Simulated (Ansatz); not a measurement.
Response of SiNi to small distortions

```yaml
crystal:
  lattice:
    - [3.02662, 0.00000, 0.00000]
    - [0.00000, 3.27350, 0.00000]
    - [0.00000, 0.00000, 4.69776]
  atoms:
    - { symbol: Si, position: [0.50000, 0.50000, 0.84230] }
    - { symbol: Si, position: [0.00000, 0.00000, 0.15770] }
    - { symbol: Ni, position: [0.50000, 0.50000, 0.34422] }
    - { symbol: Ni, position: [0.00000, 0.00000, 0.65578] }
```

Atom numbers follow the list: Si1, Si2, Ni3, Ni4.

The cell is COD entry 2300377, as deposited and not checked against the literature; nothing was relaxed.

Computed with Ansatz 0.2.0, DFT, PBE, all-electron LAPW, scalar-relativistic.

The runs use a Γ-centred 11×10×7 k mesh, Fermi–Dirac smearing of 0.05 eV, basis error target 1 meV/atom, spin-polarised from start moments Ni3 1.5, Ni4 1.5 μB (the moments died away, and the run ended non-magnetic).

The unchanged cell is at 1.07 GPa.

In a metal, stresses and small energies carry noise from the k mesh.

x, y and z are the Cartesian axes of the cell as listed; fractional coordinates follow a strain, and an engineering shear is twice the off-diagonal strain component.

Question: With this change (equal xy, yz and zx engineering shear strains of -2 %), what becomes of the energy and stress and forces?

Answer: Energy change +6 meV/atom; stress change (xx, yy, zz, yz, xz, xy) 0.21, 0.35, 0.17, 2.55, 2.57, 2.53 GPa, compression positive; change of the force on Ni3 (0.053, 0.024, 0.001) eV/Å.

Question: With this change (equal xy, yz and zx engineering shear strains of +1 %), what becomes of the energy and stress and forces?

Answer: Energy change +1 meV/atom; stress change (xx, yy, zz, yz, xz, xy) 0.05, 0.08, 0.04, -1.16, -1.17, -1.14 GPa, compression positive; change of the force on Ni3 (-0.026, -0.011, 0.000) eV/Å.

Question: With this change (equal xy, yz and zx engineering shear strains of +3 %), what becomes of the energy and stress and forces?

Answer: Energy change +11 meV/atom; stress change (xx, yy, zz, yz, xz, xy) 0.49, 0.71, 0.35, -3.22, -3.25, -3.19 GPa, compression positive; change of the force on Ni3 (-0.078, -0.036, 0.001) eV/Å.

Question: With this change (equal xy, yz and zx engineering shear strains of -3 %), what becomes of the energy and stress and forces?

Answer: Energy change +13 meV/atom; stress change (xx, yy, zz, yz, xz, xy) 0.48, 0.79, 0.40, 3.93, 3.95, 3.93 GPa, compression positive; change of the force on Ni3 (0.079, 0.037, 0.002) eV/Å.

Question: With this change (equal xy, yz and zx engineering shear strains of -1 %), what becomes of the energy and stress and forces?

Answer: Energy change +1 meV/atom; stress change (xx, yy, zz, yz, xz, xy) 0.05, 0.09, 0.04, 1.24, 1.25, 1.22 GPa, compression positive; change of the force on Ni3 (0.026, 0.011, 0.000) eV/Å.

Question: With this change (equal xy, yz and zx engineering shear strains of +2 %), what becomes of the energy and stress and forces?

Answer: Energy change +5 meV/atom; stress change (xx, yy, zz, yz, xz, xy) 0.21, 0.32, 0.16, -2.23, -2.26, -2.21 GPa, compression positive; change of the force on Ni3 (-0.052, -0.023, 0.001) eV/Å.
